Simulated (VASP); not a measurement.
# FeO (I4/mmm) in VASP: notebook

The runs below take FeO through single point, with PBE.

Everything below comes from runs of VASP 6.6.1. Logs are shortened: lines on timing, memory, paths and dates and some standing lists are left out, and cuts for length are marked.

## (1) The crystal as given

The structure is tetragonal, space group I4/mmm (No. 139). The conventional cell has a = 3.204 Å, b = 3.204 Å, c = 4.167 Å, α = 90.00°, β = 90.00°, γ = 90.00°. Fe (site symmetry 4/mmm) is surrounded by 6 O at 2.08 to 2.27 Å. O (site symmetry 4/mmm) has 6 Fe at 2.08 to 2.27 Å as nearest neighbours.

The cell comes from a database or a generator and needn't be the stable form of this composition.

## (2) Single point, PBE, collinear spin, ferromagnetic start

Contents of INCAR:

```
SYSTEM = FeO
PREC     = Accurate       ! precision mode
ENCUT    = 400            ! plane-wave cutoff, eV
EDIFF    = 0.01           ! SCF threshold, eV
ISMEAR   = 0              ! smearing method
SIGMA    = 0.05           ! smearing width, eV
LREAL    = .FALSE.        ! projectors in reciprocal space
LASPH    = .TRUE.         ! aspherical terms in the spheres
NELM     = 100            ! most SCF steps
ALGO     = Normal         ! electronic algorithm
ISIF     = 2              ! what is computed and relaxed
LWAVE    = .FALSE.        ! write WAVECAR
LCHARG   = .FALSE.        ! write CHGCAR
ISPIN    = 2              ! spin polarisation
MAGMOM   = 3 0            ! initial moments
LORBIT   = 11             ! projections on sites
LMAXMIX  = 4              ! l up to which the mixer works
GGA      = PE             ! functional
ADDGRID  = .FALSE.
```

Contents of KPOINTS:

```
Automatic mesh
0
G
  5 5 5
  0 0 0
```

Contents of POSCAR:

```
FeO
1.0
   -1.6021034130      1.6021034130      2.0833922500
    1.6021034130     -1.6021034130      2.0833922500
    1.6021034130      1.6021034130     -2.0833922500
Fe O
1 1
Direct
    0.0000000000      0.0000000000      0.0000000000
    0.5000000000      0.5000000000      0.0000000000
```

Potentials or basis: VASP PAW PBE potentials, release 64 (Fe, O).

Started as:

```
cat potpaw_PBE.64/Fe/POTCAR potpaw_PBE.64/O/POTCAR > POTCAR
mpirun -np 1 vasp_std > vasp.out
```

OUTCAR:

```text
SYSTEM = FeO
   PREC = Accurate
   ENCUT = 400
   EDIFF = 0.01
   ISMEAR = 0
   LREAL = .FALSE.
   LASPH = .TRUE.
   NELM = 100
   ISIF = 2
   ISPIN = 2
   LORBIT = 11
   GGA = PE

 Found     18 irreducible k-points:

 Following reciprocal coordinates:
            Coordinates               Weight
  0.000000  0.000000  0.000000      1.000000
  0.200000  0.000000 -0.000000      8.000000
  0.400000  0.000000 -0.000000      8.000000
  0.200000  0.200000 -0.000000      8.000000
  0.400000  0.200000 -0.000000     16.000000
 -0.400000  0.200000  0.000000     16.000000
   k-points           NKPTS =     18   k-points in BZ     NKDIM =     18   number of bands    NBANDS=     13
   number of dos      NEDOS =    301   number of ions     NIONS =      2
   total plane-waves  NPLWV =   8000
   dimension x,y,z NGX =    20 NGY =   20 NGZ =   20
   dimension x,y,z NGXF=    40 NGYF=   40 NGZF=   40
   ions per type =               1   1
   NGX,Y,Z   is equivalent  to a cutoff of  10.80, 10.80, 10.80 a.u.
   NGXF,Y,Z  is equivalent  to a cutoff of  21.60, 21.60, 21.60 a.u.
 SYSTEM =  FeO
   PREC   = accura    normal or accurate (medium, high low for compatibility)
   ISTART =      0    job   : 0-new  1-cont  2-samecut
   ICHARG =      2    charge: 1-file 2-atom 10-const
   ISPIN  =      2    spin polarized calculation?
   LNONCOLLINEAR =      F non collinear calculations
   LSORBIT =      F    spin-orbit coupling
   LASPH  =      T    aspherical Exc in radial PAW
   ENCUT  =  400.0 eV  29.40 Ry    5.42 a.u.   5.02  5.02  5.02*2*pi/ulx,y,z
   NELM   =    100;   NELMIN=  2; NELMDL= -5     # of ELM steps
   EDIFF  = 0.1E-01   stopping-criterion for ELM
   LREAL  =      F    real-space projection
   EDIFFG = 0.1E+00   stopping-criterion for IOM
   NSW    =      0    number of steps for IOM
   IBRION =     -1    ionic relax: 0-MD 1-quasi-New 2-CG
   NFREE  =      0    steps in history (QN), initial steepest desc. (CG)
   ISIF   =      2    stress and relaxation
   ISYM   =      2    0-nonsym 1-usesym 2-fastsym
   POTIM  = 0.5000    time-step for ionic-motion
   TEBEG  =    0.0;   TEEND  =   0.0 temperature during run
   PSTRESS=    0.0 pullay stress
   NELECT =      14.0000    total number of electrons
   NUPDOWN=      -1.0000    fix difference up-down
   EMIN   =  10.00;   EMAX   =-10.00  energy-range for DOS
   EFERMI =   0.00;   METHOD = LEGACY
   ISMEAR =     0;   SIGMA  =   0.05  broadening in eV -4-tet -1-fermi 0-gaus
   EFERMI_NEDOS =   21; number of points for ismear=-14 and -15
   IALGO  =     38    algorithm
   IMIX   =      4    mixing-type and parameters
     AMIX     =   0.40;   BMIX     =  1.00
     AMIX_MAG =   1.60;   BMIX_MAG =  1.00
  volume/ion in A,a.u.               =      10.70        72.17
  Fermi-wavevector in a.u.,A,eV,Ry     =   1.421391  2.686039 27.488551  2.020352
  Thomas-Fermi vector in A             =   2.542205
   LORBIT       =     11    0 simple, 1 ext, 2 COOP (PROOUT), +10 PAW based schemes
   GGA     = PE    functional components
   LHFCALC =     F    Hartree Fock is set to
   AEXX    =    0.0000 exact exchange contribution
   IVDW    =     0    specifies the selected vdW correction
   LEPSILON=     F    determine dielectric tensor
   LRPA    =     F    only Hartree local field effects (RPA)
 spin polarized calculation
 Gauss-broadening in eV      SIGMA  =   0.05
[... 33 lines left out ...]
      7       1.8833      1.00000
      8       1.9393      1.00000
      9       1.9394      1.00000
     10       5.3639      0.99997
     11      20.8150      0.00000
     12      22.0426      0.00000
     13      22.0426      0.00000
[... 66 lines left out ...]
  band No.  band energies     occupation
      1     -13.9815      1.00000
      2      -1.7280      1.00000
      3      -0.4479      1.00000
      4      -0.0339      1.00000
      5       1.7868      1.00000
      6       2.3706      1.00000
      7       2.7153      1.00000
      8       3.4980      1.00000
      9       3.9531      1.00000
     10       9.9558      0.00000
     11      14.3196      0.00000
     12      15.9510      0.00000
     13      19.3502      0.00000

 [... further k-points ...]

 spin component 2

 k-point     1 :       0.0000    0.0000    0.0000
  band No.  band energies     occupation
      1     -14.2401      1.00000
      2       2.2067      1.00000
      3       2.5280      1.00000
      4       2.5280      1.00000
      5       4.7685      1.00000
      6       4.7685      1.00000
      7       5.0200      1.00000
      8       5.2689      1.00000
      9       5.5988      0.00424
     10       6.6217      0.00000
     11      20.7729      0.00000
     12      22.8716      0.00000
     13      22.9503      0.00000
[... 66 lines left out ...]
  band No.  band energies     occupation
      1     -13.4229      1.00000
      2      -0.9369      1.00000
      3       0.6934      1.00000
      4       1.2309      1.00000
      5       4.8007      1.00000
      6       5.8255      0.00000
      7       5.9939      0.00000
      8       6.6534      0.00000
      9       7.2719      0.00000
     10      10.8967      0.00000
     11      15.3511      0.00000
     12      16.9160      0.00000
     13      20.2444      0.00000

 [... further k-points ...]

------------------------ aborting loop because EDIFF is reached ----------------------------------------

  FORCE on cell =-STRESS in cart. coord.  units (eV):
  Direction    XX          YY          ZZ          XY          YZ          ZX
  --------------------------------------------------------------------------------------
  -------------------------------------------------------------------------------------
  Total       -2.0598483     -2.0598483     -1.3971939      0.0000000      0.0000000      0.0000000
  in kB     -154.2885503   -154.2885503   -104.6538360      0.0000000      0.0000000      0.0000000
  external PRESSURE =    -137.7436455 kB  Pullay stress =       0.0000000 kB

 VOLUME and BASIS-vectors are now :
 -----------------------------------------------------------------------------
  energy-cutoff  :      400.00
  volume of cell :       21.39
      direct lattice vectors                 reciprocal lattice vectors
    -1.602103413  1.602103413  2.083392250     0.000000000  0.312089717  0.239993213
     1.602103413 -1.602103413  2.083392250     0.312089717  0.000000000  0.239993213
     1.602103413  1.602103413 -2.083392250     0.312089717  0.312089717  0.000000000

 POSITION                                       TOTAL-FORCE (eV/Angst)
 -----------------------------------------------------------------------------------
      0.00000      0.00000      0.00000        -0.000000     -0.000000     -0.000000
      0.00000      0.00000      2.08339         0.000000      0.000000      0.000000
 -----------------------------------------------------------------------------------
    total drift:                               -0.000000     -0.000000      0.000000

  FREE ENERGIE OF THE ION-ELECTRON SYSTEM (eV)
  ---------------------------------------------------
  free  energy   TOTEN  =       -14.8897377299 eV

  energy  without entropy=      -14.8891165331  energy(sigma->0) =      -14.88942713

 total charge

# of ion       s       p       d       tot
------------------------------------------
    1        0.281   0.325   6.045   6.650
    2        1.585   3.424   0.000   5.008
--------------------------------------------------
tot          1.865   3.749   6.045  11.659

 magnetization (x)

# of ion       s       p       d       tot
------------------------------------------
    1        0.031   0.019   3.578   3.628
    2        0.029   0.272   0.000   0.301
--------------------------------------------------
tot          0.060   0.291   3.578   3.929
```

OSZICAR:

```text
N       E                     dE             d eps       ncg     rms          rms(c)
DAV:   1     0.706993765170E+02    0.70699E+02   -0.59350E+03   957   0.101E+03
DAV:   2    -0.117314546636E+02   -0.82431E+02   -0.71382E+02   986   0.230E+02
DAV:   3    -0.173655800581E+02   -0.56341E+01   -0.53981E+01  1066   0.702E+01
DAV:   4    -0.174219408659E+02   -0.56361E-01   -0.56349E-01  1046   0.711E+00
DAV:   5    -0.174224394677E+02   -0.49860E-03   -0.49860E-03   758   0.753E-01    0.176E+01
DAV:   6    -0.157823310337E+02    0.16401E+01   -0.26711E+01  1146   0.800E+01    0.209E+01
DAV:   7    -0.149344565710E+02    0.84787E+00   -0.61569E+00  1157   0.528E+01    0.886E+00
DAV:   8    -0.149140705297E+02    0.20386E-01   -0.29940E-01  1170   0.721E+00    0.503E+00
DAV:   9    -0.148997472468E+02    0.14323E-01   -0.18974E-01  1390   0.812E+00    0.142E+00
DAV:  10    -0.148893278841E+02    0.10419E-01   -0.49606E-02   978   0.507E+00    0.232E-01
DAV:  11    -0.148897377299E+02   -0.40985E-03   -0.10416E-02   556   0.987E-01
   1 F= -.14889738E+02 E0= -.14889427E+02  d E =-.621197E-03  mag=     4.0096
```

Wall time 6.4 s (1 thread of Intel Xeon Platinum 8488C (Sapphire Rapids), shared host); peak memory 0.13 GiB.

The run converged, but some of its settings lie outside the range that counts as converged, so its numbers aren't taken as properties of the crystal.

What came out:

- Free energy: -14.8897 eV
- Band gap on the k mesh: none (metal or under the smearing width)
- Net moment: 4.02 μB per cell
- Site moments: Fe +3.63; O +0.30 μB
- Valence electrons inside the program's atomic spheres: Fe 6.65; O 5.01

Caveat: the k mesh is coarse (spacing up to 0.55 Å⁻¹), so the values aren't converged; the cutoff is under 1.25 times the usual one of these potentials, so pressure, stress and relaxed cells hold a basis-set (Pulay) error; a cell with one magnetic atom can't hold antiferromagnetic order, which such compounds often take; semilocal functionals often make such compounds metallic where correlation or magnetic order opens a gap, which also shifts bond lengths.

## (3) Single point, PBE, collinear spin, ferromagnetic start

INCAR: that of step 2 with these lines changed.

```diff
@@ -3,3 +3,3 @@
 ENCUT    = 400            ! plane-wave cutoff, eV
-EDIFF    = 0.01           ! SCF threshold, eV
+EDIFF    = 0.001          ! SCF threshold, eV
 ISMEAR   = 0              ! smearing method
```

KPOINTS is that of step 2.

POSCAR is that of step 2.

Potentials or basis: VASP PAW PBE potentials, release 64 (Fe, O).

Started as:

```
cat potpaw_PBE.64/Fe/POTCAR potpaw_PBE.64/O/POTCAR > POTCAR
mpirun -np 1 vasp_std > vasp.out
```

Wall time 7.3 s (1 thread of Intel Xeon Platinum 8488C (Sapphire Rapids), shared host); peak memory 0.12 GiB.

These settings aren't checked as converged: the numbers below hold their error.

Results:

```yaml
Free_energy: -14.8898 eV
Band_gap_on_the_k_mesh: none (metal or under the smearing width)
Net_moment: 4.02 μB per cell
Site_moments: Fe +3.63; O +0.30 μB
Valence_electrons_inside_the_program's_atomic_spheres: Fe 6.65; O 5.01
```

Caveat: the k mesh is coarse (spacing up to 0.55 Å⁻¹), so the values aren't converged; the cutoff is under 1.25 times the usual one of these potentials, so pressure, stress and relaxed cells hold a basis-set (Pulay) error; a cell with one magnetic atom can't hold antiferromagnetic order, which such compounds often take; semilocal functionals often make such compounds metallic where correlation or magnetic order opens a gap, which also shifts bond lengths.

## (4) Single point, PBE, collinear spin, ferromagnetic start

INCAR: that of step 3 with these lines changed.

```diff
@@ -3,3 +3,3 @@
 ENCUT    = 400            ! plane-wave cutoff, eV
-EDIFF    = 0.001          ! SCF threshold, eV
+EDIFF    = 1E-4           ! SCF threshold, eV
 ISMEAR   = 0              ! smearing method
```

KPOINTS is that of step 3.

POSCAR is that of step 3.

Started as:

```
cat potpaw_PBE.64/Fe/POTCAR potpaw_PBE.64/O/POTCAR > POTCAR
mpirun -np 1 vasp_std > vasp.out
```

It took 9.3 s on 1 thread of Intel Xeon Platinum 8488C (Sapphire Rapids), shared host; peak memory 0.13 GiB.

These settings aren't checked as converged: the numbers below hold their error.

What came out:

```
Free energy                                           : -14.8898 eV
Band gap on the k mesh                                : none (metal or under the smearing width)
Net moment                                            : 4.01 μB per cell
Site moments                                          : Fe +3.63; O +0.30 μB
Valence electrons inside the program's atomic spheres : Fe 6.65; O 5.01
```

Caveat: the k mesh is coarse (spacing up to 0.55 Å⁻¹), so the values aren't converged; the cutoff is under 1.25 times the usual one of these potentials, so pressure, stress and relaxed cells hold a basis-set (Pulay) error; a cell with one magnetic atom can't hold antiferromagnetic order, which such compounds often take; semilocal functionals often make such compounds metallic where correlation or magnetic order opens a gap, which also shifts bond lengths.

## (5) Single point, PBE, collinear spin, ferromagnetic start

INCAR: that of step 4 with these lines changed.

```diff
@@ -3,3 +3,3 @@
 ENCUT    = 400            ! plane-wave cutoff, eV
-EDIFF    = 1E-4           ! SCF threshold, eV
+EDIFF    = 1E-5           ! SCF threshold, eV
 ISMEAR   = 0              ! smearing method
```

KPOINTS is that of step 4.

POSCAR is that of step 4.

Started as:

```
cat potpaw_PBE.64/Fe/POTCAR potpaw_PBE.64/O/POTCAR > POTCAR
mpirun -np 1 vasp_std > vasp.out
```

It took 10 s on 1 thread of Intel Xeon Platinum 8488C (Sapphire Rapids), shared host; peak memory 0.12 GiB.

These settings aren't checked as converged: the numbers below hold their error.

What came out:

```yaml
Free_energy: -14.8898 eV
Band_gap_on_the_k_mesh: none (metal or under the smearing width)
Net_moment: 4.02 μB per cell
Site_moments: Fe +3.63; O +0.30 μB
Valence_electrons_inside_the_program's_atomic_spheres: Fe 6.65; O 5.00
```

Caveat: the k mesh is coarse (spacing up to 0.55 Å⁻¹), so the values aren't converged; the cutoff is under 1.25 times the usual one of these potentials, so pressure, stress and relaxed cells hold a basis-set (Pulay) error; a cell with one magnetic atom can't hold antiferromagnetic order, which such compounds often take; semilocal functionals often make such compounds metallic where correlation or magnetic order opens a gap, which also shifts bond lengths.

(Continued in part 2 of 2.)
